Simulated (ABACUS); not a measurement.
# Ir (Fm-3m) in ABACUS: a series of runs

One crystal, Ir, is run at these levels: B86bPBE; tasks: band structure, equation of state.

All numbers are computed with ABACUS 3.10.1; they aren't measurements. Logs are shortened: lines on timing, memory, paths and dates and some standing lists are left out, and cuts for length are marked.

**1. The structure**

Symmetry: Fm-3m, No. 225, cubic system. The conventional cell has a = 3.831 Å, b = 3.831 Å, c = 3.831 Å, α = 90.00°, β = 90.00°, γ = 90.00°. Ir (site symmetry m-3m) is surrounded by 12 Ir at 2.71 Å.

**2. Band structure, B86bPBE**

INPUT

```
INPUT_PARAMETERS
suffix              Ir
calculation         nscf
basis_type          pw
pseudo_dir          ./
symmetry            -1
dft_functional      GGA_X_B86_MGC+GGA_C_PBE
ecutwfc             55.0
pseudo_rcut         10
nspin               1
nbands              18
ks_solver           dav
smearing_method     fd
smearing_sigma      0.00367493
scf_thr             1e-08
scf_nmax            100
mixing_type         broyden
mixing_beta         0.7
ecutrho             440.0
init_chg            file
pw_diag_thr         1e-07
out_band            1
kpar                4
```

STRU

```
ATOMIC_SPECIES
Ir 192.2170 Ir_pbe_v1.2.uspp.F.UPF

LATTICE_CONSTANT
1.8897261246

LATTICE_VECTORS
0.0000000000 1.9156000000 1.9156000000
1.9156000000 0.0000000000 1.9156000000
1.9156000000 1.9156000000 0.0000000000

ATOMIC_POSITIONS
Direct

Ir
0.0
1
0.0000000000 0.0000000000 0.0000000000 1 1 1
```

KPT

```
K_POINTS
12
Line
0.00000000 0.00000000 0.00000000 10 // G
0.50000000 0.00000000 0.50000000 10 // X
0.50000000 0.25000000 0.75000000 10 // W
0.37500000 0.37500000 0.75000000 10 // K
0.00000000 0.00000000 0.00000000 10 // G
0.50000000 0.50000000 0.50000000 10 // L
0.62500000 0.25000000 0.62500000 10 // U
0.50000000 0.25000000 0.75000000 10 // W
0.50000000 0.50000000 0.50000000 10 // L
0.37500000 0.37500000 0.75000000 1 // K
0.62500000 0.25000000 0.62500000 10 // U
0.50000000 0.00000000 0.50000000 1 // X
```

Potentials or basis: SSSP 1.3 efficiency PBE, plane waves.

Launch:

```sh
$ OMP_NUM_THREADS=1 mpirun -np 4 abacus > log
```

running log:

```text
ABACUS v3.10.1

               Atomic-orbital Based Ab-initio Computation at UStc

 ------------------------------------------------------------------------------------

 READING GENERAL INFORMATION
                           global_out_dir = OUT.Ir/
                           global_in_card = INPUT
                               pseudo_dir = ./
                              orbital_dir =
                                    DSIZE = 4
                                    GSIZE = 1

 READING UNITCELL INFORMATION
                                    ntype = 1
                  lattice constant (Bohr) = 1.88973
              lattice constant (Angstrom) = 1

 READING ATOM TYPE 1
                               atom label = Ir
                      L=0, number of zeta = 1
                      L=1, number of zeta = 1
                      L=2, number of zeta = 1
             number of atom for this type = 1

                        TOTAL ATOM NUMBER = 1
DIRECT COORDINATES
    atom                   x                   y                   z     mag                  vx                  vy                  vz
taud_Ir1            0.0000000000        0.0000000000        0.0000000000  0.0000        0.0000000000        0.0000000000        0.0000000000

                          Volume (Bohr^3) = 94.8727
                             Volume (A^3) = 14.0587

 Lattice vectors: (Cartesian coordinate: in unit of a_0)
                   +0             +1.9156             +1.9156
              +1.9156                  +0             +1.9156
              +1.9156             +1.9156                  +0
 Reciprocal vectors: (Cartesian coordinate: in unit of 2 pi/a_0)
            -0.261015           +0.261015           +0.261015
            +0.261015           -0.261015           +0.261015
            +0.261015           +0.261015           -0.261015
 The esolver type has been set to : ksdft_pw

                PAO radial cut off (Bohr) = 10

 Read in pseudopotential file is Ir_pbe_v1.2.uspp.F.UPF
                     pseudopotential type = US
          exchange-correlation functional = PBE
                 nonlocal core correction = 1
                        valence electrons = 15
                                     lmax = 2
                           number of zeta = 4
                     number of projectors = 7
                           L of projector = 0
                           L of projector = 0
                           L of projector = 1
                           L of projector = 1
                           L of projector = 1
                           L of projector = 2
                           L of projector = 2
 XC functional updated to : GGA_X_B86_MGC+GGA_C_PBE
          exchange-correlation functional = GGA_X_B86_MGC+GGA_C_PBE
     initial pseudo atomic orbital number = 12

 SETUP THE ELECTRONS NUMBER
            electron number of element Ir = 15
      total electron number of element Ir = 15
            AUTOSET number of electrons:  = 15
                           occupied bands = 8
                                   NBANDS = 18
                                   NLOCAL = 9

%%%%%%%%%%%%%%%%%%%%%%%%%%%%%%%%%%%%%%%%%%%%%%%%%%%%%%%%%%%%%%%%%%%%%%%%%%%%%%%%%%%%%%%%%%%%%%%%%%%%%%%%%%
 Warning: the number of valence electrons in pseudopotential > 9 for Ir: [Xe] 4f14 5d7 6s2
 Pseudopotentials with additional electrons can yield (more) accurate outcomes, but may be less efficient.
 If you're confident that your chosen pseudopotential is appropriate, you can safely ignore this warning.
%%%%%%%%%%%%%%%%%%%%%%%%%%%%%%%%%%%%%%%%%%%%%%%%%%%%%%%%%%%%%%%%%%%%%%%%%%%%%%%%%%%%%%%%%%%%%%%%%%%%%%%%%%

 SETUP THE PLANE WAVE BASIS
 energy cutoff for charge/potential (unit:Ry) = 220
            fft grid for charge/potential = [ 25, 25, 25 ]
                        fft grid division = [ 1, 1, 1 ]
        big fft grid for charge/potential = [ 36, 36, 36 ]
                                     nbxx = 46656
                                     nrxx = 15625

 SETUP PLANE WAVES FOR CHARGE/POTENTIAL
                    number of plane waves = 5209
                         number of sticks = 397

 PARALLEL PW FOR CHARGE/POTENTIAL
     PROC   COLUMNS(POT)             PW
        1            397           5209
 --------------- sum -------------------
        1            397           5209
                            number of |g| = 100
                                  max |g| = 19.8936
                                  min |g| = 0

 energy cutoff for dense charge/potential (unit:Ry) = 440
      fft grid for dense charge/potential = [ 36, 36, 36 ]
                                     nrxx = 46656

 SETUP PLANE WAVES FOR dense CHARGE/POTENTIAL
                    number of plane waves = 14841
                         number of sticks = 805

 PARALLEL PW FOR dense CHARGE/POTENTIAL
     PROC   COLUMNS(POT)             PW
        1            805          14841
 --------------- sum -------------------
        1            805          14841
                            number of |g| = 197
                                  max |g| = 39.7872
                                  min |g| = 0

----------- Double Check Mixing Parameters Begin ------------
mixing_type: broyden
mixing_beta: 0.7
mixing_gg0: 1
mixing_gg0_min: 0.1
mixing_ndim: 8
----------- Double Check Mixing Parameters End ------------

 SETUP K-POINTS
                                    nspin = 1
                                   nkstot = 102
K-POINTS DIRECT COORDINATES
 KPOINTS    DIRECT_X    DIRECT_Y    DIRECT_Z  WEIGHT
       1  0.00000000  0.00000000  0.00000000  1.0000
       2  0.05000000  0.00000000  0.05000000  1.0000
       3  0.10000000  0.00000000  0.10000000  1.0000
       4  0.15000000  0.00000000  0.15000000  1.0000
       5  0.20000000  0.00000000  0.20000000  1.0000
       6  0.25000000  0.00000000  0.25000000  1.0000
[... 22 lines left out ...]
      29  0.40000000  0.35000000  0.75000000  1.0000
      30  0.38750000  0.36250000  0.75000000  1.0000
[... 72 further k points ...]

           k-point number in this process = 26
       minimum distributed K point number = 25

[... K-POINTS CARTESIAN COORDINATES: 26 rows ...]

[... K-POINTS DIRECT COORDINATES: 26 rows ...]

 SETUP PLANE WAVES FOR WAVE FUNCTIONS
     energy cutoff for wavefunc (unit:Ry) = 55
              fft grid for wave functions = [ 25, 25, 25 ]
                    number of plane waves = 941
                         number of sticks = 121

 PARALLEL PW FOR WAVE FUNCTIONS
     PROC   COLUMNS(POT)             PW
        1            121            941
 --------------- sum -------------------
        1            121            941

 SETUP NONLOCAL PSEUDOPOTENTIALS IN PLANE WAVE BASIS
 Ir non-local projectors:
 projector 1 L=0
 projector 2 L=0
 projector 3 L=1
 projector 4 L=1
 projector 5 L=1
 projector 6 L=2
 projector 7 L=2
      TOTAL NUMBER OF NONLOCAL PROJECTORS = 21

 Init Non-Local PseudoPotential table :
 Init Non-Local-Pseudopotential done.

                                     npwx = 668

 Make real space PAO into reciprocal space.
       max mesh points in Pseudopotential = 819
     dq(describe PAO in reciprocal space) = 0.01
                                    max q = 894

 number of pseudo atomic orbitals for Ir is 4
WARNING: norm of atomic wavefunction # 2 of atomic type Ir is 0.999998, renormalized
WARNING: norm of atomic wavefunction # 3 of atomic type Ir is 0.999972, renormalized
WARNING: norm of atomic wavefunction # 4 of atomic type Ir is 0.996366, renormalized

 -------------------------------------------
 NONSELF-CONSISTENT
 -------------------------------------------
                                 init_chg = file
 try to read charge from file
 Read in the charge density: OUT.Ir//Ir-CHARGE-DENSITY.restart

 PW ALGORITHM --------------- ION=   1  ELEC=   1--------------------------------
 k(1/102) Iter steps (avg)=17 threshold=1e-07
 k(2/102) Iter steps (avg)=17 threshold=1e-07
 k(3/102) Iter steps (avg)=11 threshold=1e-07
 k(4/102) Iter steps (avg)=11 threshold=1e-07
 k(5/102) Iter steps (avg)=18 threshold=1e-07
 k(6/102) Iter steps (avg)=17 threshold=1e-07
 k(7/102) Iter steps (avg)=14 threshold=1e-07
 k(8/102) Iter steps (avg)=14 threshold=1e-07
 k(9/102) Iter steps (avg)=16 threshold=1e-07
 k(10/102) Iter steps (avg)=20 threshold=1e-07
[... 6 lines left out ...]
 k(17/102) Iter steps (avg)=23 threshold=1e-07
 k(18/102) Iter steps (avg)=21 threshold=1e-07
 k(19/102) Iter steps (avg)=19 threshold=1e-07
 k(20/102) Iter steps (avg)=18 threshold=1e-07
 k(21/102) Iter steps (avg)=17 threshold=1e-07
 k(22/102) Iter steps (avg)=17 threshold=1e-07
 k(23/102) Iter steps (avg)=18 threshold=1e-07
 k(24/102) Iter steps (avg)=20 threshold=1e-07
 k(25/102) Iter steps (avg)=18 threshold=1e-07
 k(26/102) Iter steps (avg)=22 threshold=1e-07
[... levels at 26 k points of this process ...]

 Density error is 0.00000000000
                          Error Threshold = 1.00000000000e-07
----------------------------------------------------------
     Energy           Rydberg                 eV
----------------------------------------------------------
 E_KohnSham     -181.8225584533      -2473.8228199031
 E_KS(sigma->0) -181.8218915021      -2473.8137455667
 E_Harris       -181.8225584533      -2473.8228199031
 E_band         3.1088299562         42.2978015179
 E_one_elec     -6.2486697466        -85.0175134740
 E_Hartree      17.5024831378        238.1334998226
 E_xc           -50.5880839650       -688.2861928260
 E_Ewald        -142.4869539771      -1938.6344647530
 E_entropy(-TS) -0.0013339024        -0.0181486727
 E_descf        0.0000000000         0.0000000000
 E_exx          0.0000000000         0.0000000000
 E_Fermi        1.8942171297         25.7721462126
----------------------------------------------------------

 charge density convergence is achieved
 final etot is -2473.8228199 eV
 EFERMI = 25.772146213 eV

 STATE ENERGY(eV) AND OCCUPATIONS    NSPIN == 1
 1/26 kpoint (Cartesian) = 0.0000 0.0000 0.0000 (645 pws)
       1       -24.2200      0.0196078
       2       -24.2200      0.0196078
       3       -24.2200      0.0196078
       4        14.0529      0.0196078
       5        21.2157      0.0196078
       6        21.2157      0.0196078
[... 10 lines left out ...]
      17        59.5013        0.00000
      18        59.5013        0.00000

 2/26 kpoint (Cartesian) = 0.0000 0.026101 0.0000 (637 pws)
       1       -24.2399      0.0196078
       2       -24.2274      0.0196078
       3       -24.2274      0.0196078
       4        14.2039      0.0196078
       5        21.0989      0.0196078
       6        21.2999      0.0196078
[... 10 lines left out ...]
      17        57.8607        0.00000
      18        59.5536        0.00000

 3/26 kpoint (Cartesian) = 0.0000 0.052203 0.0000 (645 pws)
       1       -24.2979      0.0196078
       2       -24.2490      0.0196078
       3       -24.2490      0.0196078
       4        14.6457      0.0196078
       5        20.7743      0.0196078
       6        21.5507      0.0196078
[... 10 lines left out ...]
      17        55.4227        0.00000
      18        58.2247        0.00000

 4/26 kpoint (Cartesian) = 0.0000 0.078304 0.0000 (657 pws)
       1       -24.3869      0.0196078
       2       -24.2825      0.0196078
       3       -24.2825      0.0196078
       4        15.3394      0.0196078
       5        20.3057      0.0196078
       6        21.9632      0.0196078
[... 10 lines left out ...]
      17        54.8601        0.00000
      18        56.0421        0.00000

 5/26 kpoint (Cartesian) = 0.0000 0.10441 0.0000 (653 pws)
       1       -24.4965      0.0196078
       2       -24.3245      0.0196078
       3       -24.3245      0.0196078
       4        16.1981      0.0196078
       5        19.7674      0.0196078
       6        22.3597      0.0196078
[... 10 lines left out ...]
      17        52.1474        0.00000
      18        59.2789        0.00000

 6/26 kpoint (Cartesian) = 0.0000 0.13051 0.0000 (649 pws)
       1       -24.6153      0.0196078
       2       -24.3708      0.0196078
       3       -24.3708      0.0196078
       4        17.0349      0.0196078
       5        19.2248      0.0196078
       6        22.0788      0.0196078
[... 10 lines left out ...]
      17        52.2343        0.00000
      18        58.5749        0.00000

[... levels at 20 further k points ...]

 --------------------------------------------
 !FINAL_ETOT_IS -2473.822819903080 eV
 --------------------------------------------

 Output bands in file: OUT.Ir/BANDS_1.dat
```

It took 4.9 s on 4 MPI ranks of AMD EPYC 7R43 (Zen 3), shared host; peak memory 0.44 GiB.

Levels at the corners of the path, in eV from the Fermi level:
```csv
point,band 5,band 6,band 7,band 8,band 9,band 10
Γ,-3.98,-3.98,-3.98,-1.27,-1.27,10.45
X,-7.46,0.81,1.42,1.42,1.71,10.38
W,-4.96,-4.96,-1.88,1.43,8.24,9.09
K,-6.07,-2.95,-0.96,0.54,6.33,7.75
Γ,-3.98,-3.98,-3.98,-1.27,-1.27,10.45
L,-4.09,-4.09,-0.75,0.84,0.84,7.34
U,-6.07,-2.95,-0.96,0.54,6.33,7.75
W,-4.96,-4.96,-1.88,1.43,8.24,9.09
L,-4.09,-4.09,-0.75,0.84,0.84,7.34
K,-6.07,-2.95,-0.96,0.54,6.33,7.75
U,-6.07,-2.95,-0.96,0.54,6.33,7.75
X,-7.46,0.81,1.42,1.42,1.71,10.38
```

Caveat: the density is read from an earlier self-consistent run, whose mesh may be coarse; the potentials were made for another functional, which shifts forces and pressure; spin-orbit coupling is left out, which moves the levels of the heavy elements.

**3. Equation of state, B86bPBE, 13.22 Å³/atom (volume scaled by 0.94)**

run_abacus.py

```python
"""ABACUS run from a structure file: ASE reads it, the script writes STRU, KPT and INPUT."""
import re
import subprocess
from ase.io import read
from ase.units import Bohr

atoms = read("Ir.cif")
atoms = atoms[(-atoms.numbers).argsort(kind="stable")]  # ABACUS lists atoms element by element
pseudo = {'Ir': 'Ir_pbe_v1.2.uspp.F.UPF'}
orbital = {}
magmoms = None
kmesh = [10, 10, 10]
params = {
    'suffix': 'Ir',
    'calculation': 'scf',
    'basis_type': 'pw',
    'pseudo_dir': './',
    'symmetry': 1,
    'dft_functional': 'GGA_X_B86_MGC+GGA_C_PBE',
    'ecutwfc': 55,
    'pseudo_rcut': 10,
    'nspin': 1,
    'nbands': 12,
    'ks_solver': 'dav',
    'smearing_method': 'fd',
    'smearing_sigma': 0.00367493,
    'scf_thr': 1e-08,
    'scf_nmax': 100,
    'mixing_type': 'broyden',
    'mixing_beta': 0.7,
    'cal_force': 1,
    'cal_stress': 1,
    'ecutrho': 440,
    'kpar': 4,
}

symbols = atoms.get_chemical_symbols()
elements = list(dict.fromkeys(symbols))
lines = ["ATOMIC_SPECIES"] + [f"{e} {atoms.get_masses()[symbols.index(e)]:.4f} {pseudo[e]}" for e in elements]
if orbital:
    lines += ["", "NUMERICAL_ORBITAL"] + [orbital[e] for e in elements]
lines += ["", "LATTICE_CONSTANT", f"{1 / Bohr:.10f}", "", "LATTICE_VECTORS"]
lines += [" ".join(f"{x:.10f}" for x in v) for v in atoms.cell]
lines += ["", "ATOMIC_POSITIONS", "Direct"]
for e in elements:
    lines += ["", e, "0.0", str(symbols.count(e))]
    for i, p in enumerate(atoms.get_scaled_positions(wrap=False)):
        if symbols[i] == e:
            mag = "" if magmoms is None else " mag " + " ".join(str(x) for x in (magmoms[i] if isinstance(magmoms[i], list) else [magmoms[i]]))
            lines.append(" ".join(f"{x:.10f}" for x in p) + " 1 1 1" + mag)
open("STRU", "w").write("\n".join(lines) + "\n")
open("KPT", "w").write("K_POINTS\n0\nGamma\n%d %d %d 0 0 0\n" % tuple(kmesh))
open("INPUT", "w").write("INPUT_PARAMETERS\n" + "".join(f"{k:<20s}{v}\n" for k, v in params.items()))

done = subprocess.run(['mpirun', '-np', '4', 'abacus'])
if done.returncode:
    raise SystemExit(done.returncode)
log = open("OUT.Ir/running_scf.log").read()
print("final energy (eV):", re.findall(r"FINAL_ETOT_IS (\S+)", log))
```

Ir.cif

```cif
data_Ir
_cell_length_a 2.65376489
_cell_length_b 2.65376489
_cell_length_c 2.65376489
_cell_angle_alpha 60.00000000
_cell_angle_beta 60.00000000
_cell_angle_gamma 60.00000000
_space_group_name_H-M_alt 'P1'
_space_group_name_Hall 'P 1'
_space_group_IT_number 1
loop_
_space_group_symop_operation_xyz
'x,y,z'
loop_
_atom_site_label
_atom_site_type_symbol
_atom_site_symmetry_multiplicity
_atom_site_Wyckoff_symbol
_atom_site_fract_x
_atom_site_fract_y
_atom_site_fract_z
_atom_site_occupancy
Ir1 Ir 1 a 0.0000000000 0.0000000000 0.0000000000 1
```

Potentials or basis: SSSP 1.3 efficiency PBE, plane waves.

Launch:

```sh
$ OMP_NUM_THREADS=1 python run_abacus.py > log
```

It took 11 s on 4 MPI ranks of AMD EPYC 7R43 (Zen 3), shared host; peak memory 0.44 GiB.

It converged, with:

| Quantity | Value |
| --- | --- |
| Free energy | -2474.9068 eV |
| Pressure | 43.0 GPa |
| Band gap on the k mesh | none (metal or under the smearing width) |

Caveat: the potentials were made for another functional, which shifts forces and pressure.

**4. Equation of state, B86bPBE, 13.78 Å³/atom (volume scaled by 0.98)**

run_abacus.py is that of step 3.

Edit Ir.cif of step 3 so:

```diff
@@ -1,5 +1,5 @@
 data_Ir
-_cell_length_a 2.65376489
-_cell_length_b 2.65376489
-_cell_length_c 2.65376489
+_cell_length_a 2.69088529
+_cell_length_b 2.69088529
+_cell_length_c 2.69088529
 _cell_angle_alpha 60.00000000
```

Launch:

```sh
$ OMP_NUM_THREADS=1 python run_abacus.py > log
```

Run time: 12 s. Hardware: 4 MPI ranks of AMD EPYC 7R43 (Zen 3), shared host; peak memory 0.48 GiB.

Results (log left out):

* Free energy: -2475.0230 eV
* Pressure: 22.2 GPa
* Band gap on the k mesh: none (metal or under the smearing width)

Caveat: the potentials were made for another functional, which shifts forces and pressure.

**5. Equation of state, B86bPBE, 14.34 Å³/atom (volume scaled by 1.02)**

run_abacus.py is that of step 4.

Edit Ir.cif of step 4 so:

```diff
@@ -1,5 +1,5 @@
 data_Ir
-_cell_length_a 2.69088529
-_cell_length_b 2.69088529
-_cell_length_c 2.69088529
+_cell_length_a 2.72700887
+_cell_length_b 2.72700887
+_cell_length_c 2.72700887
 _cell_angle_alpha 60.00000000
```

Launch:

```sh
$ OMP_NUM_THREADS=1 python run_abacus.py > log
```

Wall time 11 s (4 MPI ranks of AMD EPYC 7R43 (Zen 3), shared host); peak memory 0.48 GiB.

Results (log left out):

```
Free energy            : -2475.0740 eV
Pressure               : 5.7 GPa
Band gap on the k mesh : none (metal or under the smearing width)
```

Caveat: the potentials were made for another functional, which shifts forces and pressure.

**6. Equation of state, B86bPBE, 14.90 Å³/atom (volume scaled by 1.06)**

run_abacus.py is that of step 5.

Edit Ir.cif of step 5 so:

```diff
@@ -1,5 +1,5 @@
 data_Ir
-_cell_length_a 2.72700887
-_cell_length_b 2.72700887
-_cell_length_c 2.72700887
+_cell_length_a 2.76219996
+_cell_length_b 2.76219996
+_cell_length_c 2.76219996
 _cell_angle_alpha 60.00000000
```

Potentials or basis: SSSP 1.3 efficiency PBE, plane waves.

Launch:

```sh
$ OMP_NUM_THREADS=1 python run_abacus.py > log
```

Wall time 12 s (4 MPI ranks of AMD EPYC 7R43 (Zen 3), shared host); peak memory 0.48 GiB.

The run converged. Its results:

- Free energy: -2475.0736 eV
- Pressure: -7.3 GPa
- Band gap on the k mesh: none (metal or under the smearing width)

Caveat: the potentials were made for another functional, which shifts forces and pressure.

**7. Equation of state, B86bPBE**

No new run: the results of the series are fitted here.

What came out:

```yaml
Equilibrium_volume: 14.61 Å³/atom
Bulk_modulus: 340 GPa
Pressure_derivative_of_the_bulk_modulus: "5.1 (rough: it moves with the points fitted)"
```

Energy against volume, from the lowest point:
```tsv
volume (Å³/atom)	energy (meV/atom)
13.215	167.24
13.778	51.06
14.340	0.00
14.902	0.47
```

Caveat: the potentials were made for another functional, which shifts forces and pressure. Zero-point motion and thermal expansion aren't in these numbers.
